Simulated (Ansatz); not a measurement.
CsBr: pressure against volume

CsBr, Pm-3m, a = 4.323 Å. Ansatz: r2SCAN, PAW, 500 eV, Γ-centred 6×6×6 mesh on 2 atoms, Gaussian smearing 0.02 eV; no spin polarisation. Symmetry fixes shape and atoms, so the cell is only scaled; pressure is positive in compression.

| V (Å³/atom) | P (GPa) |
| --- | --- |
| 37.961 | 1.14 |
| 39.172 | 0.52 |
| 40.384 | 0.01 |
| 41.595 | -0.41 |
| 42.807 | ? |

Question: Take V0 = 40.384 Å³/atom, count pressures from its P0 = 0.01 GPa, fit the third-order Birch–Murnaghan form to the other rows, and predict the missing pressure.

Answer: With the Eulerian strain f = ½[(V0/V)^(2/3) − 1] and y = (P − P0)/[3f(1 + 2f)^(5/2)], the form is the line y = B0 + 1.5 B0 (B0′ − 4) f. Rows (f, y): 0.02106, 16.13; 0.01026, 15.75; -0.00975, 15.08. Means f = 0.007190, y = 15.653; Σ(Δf)² = 0.0004888, ΣΔfΔy = 0.01662; the slope is their ratio. y = 15.41 + 34.00 f GPa, so B0 = 15.4 GPa and B0′ = 4 + 2 × (34.00)/(3 × 15.41) = 5.47. At V = 42.807, f = -0.01905, y = 14.762 and P = -0.76 GPa. The run gave -0.76 GPa, the same to the digits shown. The form still works here, 33 % of the fitted range beyond its end.